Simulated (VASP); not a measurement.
## MgO: single point with PBEsol

Crystal: MgO.

```
Mg O
1.0
     3.30049    0.00000    0.00000
    -1.65025    2.85831    0.00000
     0.00000    0.00000    5.00863
Mg O
2 2
Direct
  0.33333 0.66667 0.00346
  0.66667 0.33333 0.50346
  0.33333 0.66667 0.40114
  0.66667 0.33333 0.90114
```

Measurements of this composition are mostly on another form, of space group No. 225.

* Program: VASP 6.6.1
* Task: single point
* Functional: PBEsol
* Potentials or basis: VASP PAW PBE potentials, release 64 (Mg, O)
* Cutoff: 520 eV
* k mesh: 9 × 9 × 6
* Occupations: gaussian, width 0.5 eV
* Spin: no spin polarisation

```yaml
Pressure: 0.2 GPa
Band_gap_on_the_k_mesh: 3.37 eV, direct
```

Levels at points of the mesh, in eV from the valence-band top:
```csv
k point,band 6,band 7,band 8,band 9,band 10,band 11
"(0.00, 0.00, 0.00)",-0.41,-0.41,0.00,3.37,8.41,10.19
"(0.00, 0.00, 0.50)",-0.58,-0.58,-0.58,5.89,5.89,13.06
```

It took 41 s on 1 thread of Intel(R) Xeon(R) Platinum 8488C (Sapphire Rapids), on a shared host, peak memory 0.2 GiB.

Caveat: the PAW data sets were made with another functional, which shifts forces and pressure a little; an odd mesh through Γ misses points on the zone boundary, where band edges often lie.
